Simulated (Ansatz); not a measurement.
Li2O (Fm-3m) from a database of computed structures, relaxed with r2SCAN: space group Fm-3m (No. 225), cubic; conventional cell a = 4.573 Å, 7.97 Å³ an atom. Li is surrounded by 4 O at 1.98 Å; O is surrounded by 8 Li at 1.98 Å. One-shot G0W0@PBE in Ansatz 0.2.0 on a 6×6×6 mesh (contour deformation, no spin-orbit coupling), from a PBE gap of 5.050 eV over the mesh points (the G0W0 gap is indirect on the mesh); the number N of bands summed and the screening cutoff rise together. No spin polarisation and no zero-point or thermal motion.

```tsv
N	cutoff (eV)	1000/N	G0W0 gap (eV)
77	120	12.987	7.159
183	220	5.464	7.401
```

Lay a straight line in 1000/N through these rows.
The slope is -0.0322 eV per unit of 1000/N and the intercept 7.577 eV.

Predict the gap at N = 331 (300 eV).
7.577 + (-0.0322) × 3.021 = 7.480 eV; the run gives 7.491 eV, +0.011 eV from the line.

With that run's result added, what limit do the last two rows suggest?
Their slope is (7.491 − 7.401)/(3.021 − 5.464) = -0.0368, which meets 1/N = 0 at 7.60 eV, against 7.577 eV from the first line. The slope steepens, so 1/N isn't yet asymptotic and the true limit probably lies higher still; the k mesh isn't extrapolated.
